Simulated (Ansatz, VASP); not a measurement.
# Ir in VASP and in Ansatz

```
Ir
1.0
     0.00000    1.91556    1.91556
     1.91556    0.00000    1.91556
     1.91556    1.91556    0.00000
Ir
1
Cartesian
  0.0000 0.0000 0.0000
```

Alike in both runs: task single point; functional PBEsol; k mesh 16 × 16 × 16; occupations gaussian, width 0.05 eV; no spin polarisation.

```csv
,VASP,Ansatz
version,VASP 6.6.1,Ansatz 0.2.0
potentials or method,"VASP PAW PBE potentials, release 64 (Ir)","scalar-relativistic, plane waves, PAW"
plane-wave cutoff (eV),520,420
valence electrons in the cell,9,17
```

```tsv
	VASP	Ansatz	Ansatz less VASP
gap on the k mesh at the Fermi level (eV)	none	none	-
pressure (GPa)	1.0	0.0	-1.00
```

A gap of «none» marks a metal or a gap that the smearing closes. The two sets of potentials don't hold the same shells in valence.

Caveats: the PAW data sets were made with another functional, which shifts forces and pressure a little (VASP). Spin-orbit coupling is left out, which matters for the levels of Ir.
